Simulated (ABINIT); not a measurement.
Wanted: the native input for an ABINIT 10.8.3 (patched build) run.

| Property | Result |
| --- | --- |
| Task | band structure |
| Functional | LDA |
| Potentials or basis | JTH PAW LDA v2.0 |
| Cutoff | 408 eV |
| k mesh | 8 × 8 × 8 |
| Occupations | fermi-dirac, width 0.05 eV |
| Spin | no spin polarisation |
| Fine-grid cutoff | 816.342 eV |

The system is BeTe.

```
Te Be
1.0
     0.00000    2.77000    2.77000
     2.77000    0.00000    2.77000
     2.77000    2.77000    0.00000
Te Be
1 1
Cartesian
  4.1550 4.1550 4.1550
  0.0000 0.0000 0.0000
```

One way to write it, as run:

run.abi

```
# Datasets: ground state, then fixed potential
ndtset 2

# Pseudopotentials
pp_dirpath "./"
pseudos "Te.LDA_PW-JTH.xml, Be.LDA_PW-JTH.xml"

# Structure
acell 3.9173715678 3.9173715678 3.9173715678 Angstrom
rprim
     0.0000000000     0.7071067812     0.7071067812
     0.7071067812     0.0000000000     0.7071067812
     0.7071067812     0.7071067812     0.0000000000
ntypat 2
znucl 52 4
natom 2
typat 1 2
xred
     0.7500000000     0.7500000000     0.7500000000
     0.0000000000     0.0000000000     0.0000000000

# Plane-wave basis
ecut 15.0
pawecutdg 30.0

# Exchange and correlation
ixc 7

# Bands and occupations
occopt 3
tsmear 0.05 eV

# SCF cycle
nstep 100

# Output
iomode 3
prtwf 0
prteig 0
prtebands 0
prtden1 1

# Dataset 1
kptopt1 1
ngkpt1 8 8 8
nshiftk1 1
shiftk1 0.0 0.0 0.0
nband1 9
tolvrs1 1.0e-9

# Dataset 2: bands along G-X-W-K-G-L-U-W-L-K
iscf2 -2
getden2 1
nband2 13
nbdbuf2 2
tolwfr2 1.0e-12
kptopt2 -9
ndivsm2 5
prteig2 1
prtvol2 -3
kptbounds2
     0.0000000000     0.0000000000     0.0000000000
     0.5000000000     0.0000000000     0.5000000000
     0.5000000000     0.2500000000     0.7500000000
     0.3750000000     0.3750000000     0.7500000000
     0.0000000000     0.0000000000     0.0000000000
     0.5000000000     0.5000000000     0.5000000000
     0.6250000000     0.2500000000     0.6250000000
     0.5000000000     0.2500000000     0.7500000000
     0.5000000000     0.5000000000     0.5000000000
     0.3750000000     0.3750000000     0.7500000000
```

Potentials or basis: JTH PAW LDA v2.0.

Launch:

```bash
$ abinit run.abi > log 2>&1
```

It gave:

```json
{
  "Band gap on the k mesh": "1.75 eV, indirect (least direct gap 3.63 eV)",
  "Valence electrons inside the program's atomic spheres": "Te 3.26; Be 2.55"
}
```

Caveat: spin-orbit coupling is left out, which moves the levels of the heavy elements.

Run time: 33 s on 1 thread of Arm Neoverse N1, with other jobs on the host, peak memory 0.12 GiB.
